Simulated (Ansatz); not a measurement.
Ansatz input file:

```yaml
crystal:
  lattice:
    - [4.4257497898, 0.0, 0.0]
    - [0.0, 4.4257497898, 0.0]
    - [0.0, 0.0, 3.1298891537]
  atoms:
    - { symbol: Ir, position: [0.0, 0.0, 0.0] }
    - { symbol: Ir, position: [0.5, 0.5, 0.5] }
    - { symbol: O, position: [0.3087825226, 0.3087825226, 0.0] }
    - { symbol: O, position: [0.1912174774, 0.8087825226, 0.5] }
    - { symbol: O, position: [0.6912174774, 0.6912174774, 0.0] }
    - { symbol: O, position: [0.8087825226, 0.1912174774, 0.5] }
basis:
  ecutwfc: 420
kpoints:
  mp_grid: { grid: [8, 8, 12] }
hamiltonian:
  xc: pbe
scf:
  occupations: { method: gaussian, width: 0.1 }
output:
  forces: true
  stress: true
  eigenvalues: true
relax:
  adjacent_minimum: "off"
  f_tol: 0.01
  max_steps: 30
  cell: { stress_tol: 0.1, fix: [volume] }
```

Run as
```bash
ansatz run input.yaml --threads 2 --pin off --max-ram 5120MiB --backend cpu --events-out ev --progress --plain --runs-dir out
```

Method: DFT PBE, scalar-relativistic, plane waves, PAW in Ansatz.

Abridged output (iterations and final results):

```
SCF iter   1: F=—  HF=-26135.040829 eV  |F-HF|=—  |Δ(HF+E_count)|=         —  Δρ=4.48e-3  dr2=7.56e-3  ethr=1.77e-3  ⟨swp⟩=5.6  Hψ=13867  notcnv=0  defer=6
SCF iter   2: F=—  HF=-26135.042302 eV  |F-HF|=—  |Δ(HF+E_count)|=   1.47e-3  Δρ=1.69e-3  dr2=5.80e-4  ethr=1.30e-5  ⟨swp⟩=2.0  Hψ=6715  notcnv=0  defer=7
SCF iter   3: F=—  HF=-26135.042244 eV  |F-HF|=—  |Δ(HF+E_count)|=   5.81e-5  Δρ=5.95e-4  dr2=2.15e-4  ethr=1.00e-6  ⟨swp⟩=2.0  Hψ=6197  notcnv=0  defer=7
SCF iter   4: F=—  HF=-26135.042205 eV  |F-HF|=—  |Δ(HF+E_count)|=   3.88e-5  Δρ=2.80e-4  dr2=3.18e-5  ethr=3.70e-7  ⟨swp⟩=2.2  Hψ=5512  notcnv=0  defer=7
SCF iter   5: F=—  HF=-26135.042205 eV  |F-HF|=—  |Δ(HF+E_count)|=   3.03e-8  Δρ=6.73e-5  dr2=1.70e-6  ethr=5.48e-8  ⟨swp⟩=2.6  Hψ=5298  notcnv=0  defer=7
SCF iter   6: F=-26135.042205 eV  HF=-26135.042205 eV  |F-HF|=3.29e-8  |Δ(HF+E_count)|=   1.50e-7  Δρ=1.07e-5  dr2=4.82e-8  ethr=1.72e-10  ⟨swp⟩=7.1  Hψ=17111  notcnv=0
SCF 1 converged in 6 iterations: F = -26135.042205 eV  dr2 = 4.82e-8
relax step   1: F+E_penalty+E_count = -26135.04220474 eV  Δ(F+E_penalty+E_count) = +0.000e0 eV  max|allowed force component| = 3.862e-2 eV/Å  Δτ_max = 0.0000 Å  P = +19.327 GPa  Ω = 61.306 Å³  fix = [volume]  reactions: volume +19.327 GPa (6 SCF iters, dr2 threshold 1.00e-7 eV, accepted)
Basis set: ecut = 420 eV, 1211 PW (Γ), exchange–correlation on 60×60×48 points (8 copies of the dense FFT grid, shifted against one another)
Initial density: handed on by an earlier stage of this run
Initial wavefunctions: those handed on with the density
SCF iter   1: F=—  HF=-26135.045372 eV  |F-HF|=—  |Δ(HF+E_count)|=         —  Δρ=1.96e-3  dr2=8.28e-4  ethr=1.50e-6  ⟨swp⟩=2.0  Hψ=19073  notcnv=0
SCF iter   2: F=—  HF=-26135.045325 eV  |F-HF|=—  |Δ(HF+E_count)|=   4.73e-5  Δρ=7.54e-4  dr2=2.31e-4  ethr=1.43e-6  ⟨swp⟩=2.0  Hψ=6513  notcnv=0
SCF iter   3: F=—  HF=-26135.045246 eV  |F-HF|=—  |Δ(HF+E_count)|=   7.86e-5  Δρ=1.26e-4  dr2=4.72e-6  ethr=3.98e-7  ⟨swp⟩=2.0  Hψ=6364  notcnv=0
SCF iter   4: F=-26135.045245 eV  HF=-26135.045245 eV  |F-HF|=4.83e-8  |Δ(HF+E_count)|=   9.37e-7  Δρ=1.84e-5  dr2=1.07e-7  ethr=1.03e-9  ⟨swp⟩=5.8  Hψ=14978  notcnv=0
SCF 2 converged in 4 iterations: F = -26135.045245 eV  dr2 = 1.07e-7
relax step   2: F+E_penalty+E_count = -26135.04524541 eV  Δ(F+E_penalty+E_count) = -3.041e-3 eV  max|allowed force component| = 1.899e-2 eV/Å  Δτ_max = 0.0037 Å  P = +18.742 GPa  Ω = 61.306 Å³  energy of the carried Pulay correction = +1.013e-16 eV  fix = [volume]  reactions: volume +18.742 GPa (4 SCF iters, dr2 threshold 6.00e-7 eV, accepted)
SCF iter   1: F=—  HF=-26135.045335 eV  |F-HF|=—  |Δ(HF+E_count)|=         —  Δρ=3.11e-4  dr2=1.99e-5  ethr=2.11e-8  ⟨swp⟩=3.1  Hψ=16385  notcnv=0
SCF iter   2: F=—  HF=-26135.045347 eV  |F-HF|=—  |Δ(HF+E_count)|=   1.18e-5  Δρ=1.23e-4  dr2=5.50e-6  ethr=2.11e-8  ⟨swp⟩=2.0  Hψ=6724  notcnv=0
SCF iter   3: F=—  HF=-26135.045345 eV  |F-HF|=—  |Δ(HF+E_count)|=   2.28e-6  Δρ=1.84e-5  dr2=9.63e-8  ethr=9.48e-9  ⟨swp⟩=2.0  Hψ=6338  notcnv=0
SCF iter   4: F=-26135.045345 eV  HF=-26135.045345 eV  |F-HF|=1.22e-9  |Δ(HF+E_count)|=   1.97e-8  Δρ=2.83e-6  dr2=2.47e-9  ethr=1.10e-10  ⟨swp⟩=4.2  Hψ=12261  notcnv=0
SCF 3 converged in 4 iterations: F = -26135.045345 eV  dr2 = 2.47e-9
relax step   3: F+E_penalty+E_count = -26135.04534471 eV  Δ(F+E_penalty+E_count) = -9.930e-5 eV  max|allowed force component| = 5.774e-3 eV/Å  Δτ_max = 0.0011 Å  P = +18.809 GPa  Ω = 61.306 Å³  energy of the carried Pulay correction = +1.013e-16 eV  fix = [volume]  reactions: volume +18.809 GPa (4 SCF iters, dr2 threshold 6.37e-8 eV, accepted)
Initial wavefunctions: pseudopotential atomic-orbital guess (no wavefunctions were taken with the density)
SCF iter   1: F=—  HF=-26135.045252 eV  |F-HF|=—  |Δ(HF+E_count)|=         —  Δρ=1.13e-4  dr2=3.02e-7  ethr=6.45e-8  ⟨swp⟩=3.4  Hψ=23648  notcnv=0
SCF iter   2: F=—  HF=-26135.045329 eV  |F-HF|=—  |Δ(HF+E_count)|=   7.65e-5  Δρ=8.11e-6  dr2=3.07e-8  ethr=5.20e-10  ⟨swp⟩=2.1  Hψ=6079  notcnv=0
SCF iter   3: F=—  HF=-26135.045329 eV  |F-HF|=—  |Δ(HF+E_count)|=   5.62e-9  Δρ=3.91e-6  dr2=3.26e-9  ethr=5.29e-11  ⟨swp⟩=2.0  Hψ=5710  notcnv=0
SCF iter   4: F=—  HF=-26135.045329 eV  |F-HF|=—  |Δ(HF+E_count)|=  5.71e-10  Δρ=9.52e-7  dr2=2.99e-10  ethr=5.62e-12  ⟨swp⟩=2.2  Hψ=5788  notcnv=0
SCF iter   5: F=-26135.045329 eV  HF=-26135.045329 eV  |F-HF|=1.16e-10  |Δ(HF+E_count)|=  8.37e-11  Δρ=3.81e-7  dr2=5.83e-11  ethr=1.00e-12  ⟨swp⟩=4.2  Hψ=11980  notcnv=0
SCF 4 converged in 5 iterations: F = -26135.045329 eV  dr2 = 5.83e-11
SCF converged after 5 iterations
Free energy (F): -26135.045329 eV
Harris-Foulkes:  -26135.045329 eV  (|F-HF|=1.16e-10)
Internal energy: -26135.033729 eV  (E = F + TS)
E sigma→0 (E₀):  -26135.039529 eV
Entropy (-TS):   -0.011600 eV (-1.933 meV/atom)
Fermi energy:    15.494490 eV
--- Per-component energies (eV) ---
  E_band       = -412.061850
  E_kinetic    = 1949.518367
  E_local      = -4328.979328  (includes V_loc(G=0)·N_el)
  E_nonlocal   = 340.005042
  E_hartree    = 1603.267704
  E_xc         = -827.584159
  E_vxc        = -972.432441  (∫ρ·V_xc dr)
  E_paw        = -19079.828242  (= ΣΔE_a)
  E_vpaw       = -606.719215  (= ΣTr[D̂ρ^β])
  E_aug_tail   = 0.010122  (compensation charges beyond the density's cutoff)
  E_ewald      = -5791.443234
  E_smearing   = -0.011600  (= −TS)
--- Forces (eV/Å), atoms counted from 1 ---
  atom   1  Ir     0.00000000     0.00000000     0.00000000
  atom   2  Ir     0.00000000     0.00000000     0.00000000
  atom   3  O     -0.00575319    -0.00575319     0.00000000
  atom   4  O      0.00575319    -0.00575319     0.00000000
  atom   5  O      0.00575319     0.00575319     0.00000000
  atom   6  O     -0.00575319     0.00575319     0.00000000
--- Stress (GPa, compression-positive) ---
       18.778653       0.000000       0.000000
        0.000000      18.778653       0.000000
        0.000000       0.000000      18.866337
  P = ⅓ Tr σ = 18.8079 GPa (188.079 kbar)
--- Band table (eV; the first three rows and the last of 105) ---
  k-point 0: bands = ["-77.9700", "-77.9678", "-34.9979", "-34.9979", "-34.9011", "-34.8803", "-34.7070", "-34.7070", "-6.2163", "-4.9497", "-3.6724", "-3.6724", "5.1888", "5.3896", "7.0622", "7.0622", "7.1192", "9.9764", "10.3651", "10.3651", "11.6347", "12.3522", "12.3522", "12.7847", "12.9224", "12.9320", "12.9320", "13.0928", "13.2546", "16.5398", "16.8403", "19.9566", "19.9566", "20.0066", "21.6028"]
  k-point 1: bands = ["-77.9697", "-77.9677", "-34.9972", "-34.9972", "-34.9089", "-34.8889", "-34.7059", "-34.7059", "-6.1441", "-4.9078", "-3.7173", "-3.7173", "5.2871", "5.4620", "7.1221", "7.1221", "7.1930", "9.6958", "10.4228", "10.4228", "11.1723", "11.8668", "11.8668", "12.7825", "13.1033", "13.1458", "13.3349", "13.4326", "13.4326", "16.7059", "16.7643", "19.7415", "19.7415", "20.2112", "21.4314"]
  k-point 2: bands = ["-77.9691", "-77.9672", "-34.9953", "-34.9953", "-34.9304", "-34.9124", "-34.7031", "-34.7031", "-5.9388", "-4.7973", "-3.8374", "-3.8374", "5.5726", "5.6661", "7.2870", "7.2870", "7.4125", "9.0454", "10.3564", "10.5564", "10.5564", "11.2517", "11.2517", "12.3836", "13.3057", "13.4411", "13.5193", "14.1122", "14.1122", "16.5445", "17.1375", "19.2553", "19.2553", "20.5500", "21.1902"]
  k-point 104: bands = ["-77.9658", "-77.9658", "-35.0125", "-35.0125", "-34.9883", "-34.9883", "-34.6920", "-34.6920", "-4.5295", "-4.5295", "-4.4188", "-4.4188", "6.8274", "6.8274", "7.1622", "7.1622", "7.6990", "7.6990", "9.6468", "9.6468", "10.8764", "10.8764", "12.0465", "12.0465", "13.5060", "13.5060", "14.1963", "14.1963", "14.9910", "14.9910", "17.8486", "17.8486", "19.0299", "19.0299", "24.6868"]
--- Relaxed structure (3 steps of the walk, 3 accepted, 1 SCFs on fresh bases) ---
  F+E_penalty+E_count = -26135.04532887 eV   max|allowed force component| = 5.753e-3 eV/Å   (the final SCF, on the basis selected at the relaxed cell)
  cell:  # Å, volume = 61.3060 Å³
    - [4.41432419, 0.0, 0.0]
    - [0.0, 4.41432419, 0.0]
    - [0.0, 0.0, 3.14611230]
  atoms:
    - { symbol: Ir, position: [0.0, 0.0, 0.0] }
    - { symbol: Ir, position: [0.5, 0.5, 0.5] }
    - { symbol: O, position: [0.30921280, 0.30921280, 0.0] }
    - { symbol: O, position: [0.19078719, 0.80921280, 0.5] }
    - { symbol: O, position: [0.69078719, 0.69078719, 0.0] }
    - { symbol: O, position: [0.80921280, 0.19078719, 0.5] }
```

The relaxation met its thresholds.

The run took 28 s on 2 threads of Intel(R) Xeon(R) Platinum 8259CL CPU @ 2.50GHz (Skylake/Cascade Lake) (shared host), peak memory 0.53 GiB.

Spin–orbit coupling is left out, which can shift energies with elements as heavy as these.